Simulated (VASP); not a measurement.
Here is a VASP 6.6.1 calculation.

File INCAR:

```
PREC     = Accurate       # precision mode
ENCUT    = 520            # plane-wave cutoff, eV
EDIFF    = 1E-6           # SCF threshold, eV
ISMEAR   = 0              # smearing method
SIGMA    = 0.02           # smearing width, eV
LREAL    = F              # projectors in reciprocal space
LASPH    = T              # aspherical terms in the spheres
NELM     = 100            # most SCF steps
ALGO     = Normal         # electronic algorithm
ISIF     = 2              # what is computed and relaxed
LWAVE    = F              # write WAVECAR
LCHARG   = F              # write CHGCAR
MAGMOM   = 0 0 0 0 0 0    # initial moments
LORBIT   = 11             # projections on sites
LSORBIT  = T              # spin-orbit coupling
GGA_COMPAT= F            
GGA      = PE             # functional
NBANDS   = 20             # bands
```

KPOINTS

```
regular mesh
0
Gamma
  8 8 8
```

POSCAR

```
AlAs
1.0
    0.0000000000      2.8304000000      2.8304000000
    2.8304000000      0.0000000000      2.8304000000
    2.8304000000      2.8304000000      0.0000000000
Al As
1 1
Direct
    0.0000000000      0.0000000000      0.0000000000
    0.2500000000      0.2500000000      0.2500000000
```

The input KPOINTS_OPT:

```
path GXWKGLUWLK,UX
15
line-mode
reciprocal
 0.0000000000  0.0000000000  0.0000000000  G
 0.5000000000  0.0000000000  0.5000000000  X

 0.5000000000  0.0000000000  0.5000000000  X
 0.5000000000  0.2500000000  0.7500000000  W

 0.5000000000  0.2500000000  0.7500000000  W
 0.3750000000  0.3750000000  0.7500000000  K

 0.3750000000  0.3750000000  0.7500000000  K
 0.0000000000  0.0000000000  0.0000000000  G

 0.0000000000  0.0000000000  0.0000000000  G
 0.5000000000  0.5000000000  0.5000000000  L

 0.5000000000  0.5000000000  0.5000000000  L
 0.6250000000  0.2500000000  0.6250000000  U

 0.6250000000  0.2500000000  0.6250000000  U
 0.5000000000  0.2500000000  0.7500000000  W

 0.5000000000  0.2500000000  0.7500000000  W
 0.5000000000  0.5000000000  0.5000000000  L

 0.5000000000  0.5000000000  0.5000000000  L
 0.3750000000  0.3750000000  0.7500000000  K

 0.6250000000  0.2500000000  0.6250000000  U
 0.5000000000  0.0000000000  0.5000000000  X
```

Potentials or basis: VASP PAW PBE potentials, release 64 (Al, As).

Launch:

```console
$ cat potpaw_PBE.64/Al/POTCAR potpaw_PBE.64/As/POTCAR > POTCAR
$ mpirun -np 1 vasp_ncl > vasp.out
```

Q: What does it give for the net moment?

A: 0.00 μB per cell.

Q: What does it give for the pressure?

A: 2.8 GPa.

Moments on the atoms (μB; x, y, z):
```
Al  0.00 0.00 0.00
As  0.00 0.00 0.00
```
